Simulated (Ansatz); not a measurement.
TePb in Ansatz: convergence with k mesh

Input of the first run (k mesh 2 × 2 × 2); the others differ in this setting and in those tied to it:

The input input.yaml:

```yaml
crystal:
  lattice:
    - [4.002287, 0.0, 0.0]
    - [0.0, 4.002287, 0.0]
    - [0.0, 0.0, 4.002287]
  atoms:
    - { symbol: Pb, position: [-0.009609, 0.007594, -0.010277] }
    - { symbol: Te, position: [0.483335, 0.497093, 0.499341] }
hamiltonian:
  xc: pbe
  pseudopotentials: { kind: paw }
kpoints:
  mp_grid: { grid: [2, 2, 2] }
scf:
  occupations: { method: fermi_dirac, width: 0.05 }
output:
  forces: true
  stress: true
  eigenvalues: true
```

Potentials or basis: Ansatz PAW.

Launch:

```console
$ ansatz run input.yaml --threads 2 --pin off --max-ram 5632MiB --backend cpu --events-out ev --progress --plain --runs-dir out
```

The cell isn't the ideal one: atoms moved at random, drawn with an rms of 0.05 Å.

The cell comes from a database or a generator and needn't be the stable form of this composition.

Hardware: 2 threads of Intel(R) Xeon(R) Processor @ 2.50GHz (Skylake/Cascade Lake), on a shared host.

Q: The values tried are 2 × 2 × 2, 3 × 3 × 3, 4 × 4 × 4, 5 × 5 × 5, 6 × 6 × 6, 8 × 8 × 8, 9 × 9 × 9, 11 × 11 × 11, loosest first. From which on does the gap on the mesh stay within 0.01 eV of the tightest run that finished?

A: From 4 × 4 × 4 on.

| k mesh | energy less the tightest run, at zero smearing (meV/atom) | pressure (GPa) | largest force (eV/Å) | gap on the mesh (eV) | SCF cycles | CPU time (s) | peak memory (GiB) |
| --- | --- | --- | --- | --- | --- | --- | --- |
| 2 × 2 × 2 | 567.21 | 2.49 | 0.336 | 0.000 | 6 | 2.8 | 0.32 |
| 3 × 3 × 3 | 63.54 | 0.66 | 0.043 | 0.788 | 6 | 4 | 0.34 |
| 4 × 4 × 4 | 62.23 | 0.56 | 0.065 | 0.000 | 6 | 7.9 | 0.38 |
| 5 × 5 × 5 | 6.90 | -0.40 | 0.015 | 0.000 | 6 | 12 | 0.41 |
| 6 × 6 × 6 | -7.48 | -0.34 | 0.057 | 0.000 | 7 | 23 | 0.46 |
| 8 × 8 × 8 | -0.23 | -0.01 | 0.025 | 0.000 | 6 | 50 | 0.61 |
| 9 × 9 × 9 | -4.60 | -0.27 | 0.018 | 0.000 | 7 | 73 | 0.71 |
| 11 × 11 × 11 | 0.00 | -0.02 | 0.029 | 0.000 | 7 | 140 | 1 |

Not settled before the last step: the energy (to 1 meV/atom), the pressure (to 0.1 GPa), the largest force (to 0.005 eV/Å). Meshes of other sizes hit other points, so gaps and Fermi surfaces needn't settle smoothly. The tightest run that finished is the yardstick and may itself not be fully converged.

Spin-orbit coupling is left out, which matters for the levels of Pb, Te.
